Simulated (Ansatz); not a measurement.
**InPd in Ansatz: the effect of functional**

The system is InPd.

```
In Pd
1.0
     3.33606    0.00000    0.00000
     0.00000    3.33606    0.00000
     0.00000    0.00000    3.33606
In Pd
1 1
Direct
  0.00000 0.00000 0.00000
  0.50000 0.50000 0.50000
```

The cell comes from a database or a generator and needn't be the stable form of this composition.

The cell isn't the ideal one: volume scaled by 1.06.

Alike in all runs:

* Program: Ansatz 0.2.0
* Task: single point
* Potentials or basis: Ansatz PAW
* k mesh: 8 × 8 × 8
* Occupations: fermi-dirac, width 0.05 eV
* Spin: no spin polarisation

| functional | cutoff | pressure (GPa) |
| --- | --- | --- |
| LDA | 420 eV (not typed: the program's choice for these potentials) | -12.3 |
| r2SCAN | 500 eV (not typed: the program's choice for these potentials) | ? |
| PBE | 420 eV (not typed: the program's choice for these potentials) | -3.1 |

Problem. What does the run with functional r2SCAN give?

Solution. Pressure -7.0 GPa.

Caveats: the PAW data sets come from PBE, with cores solved anew for the run's functional, which leaves a small shift of forces and pressure (some runs).
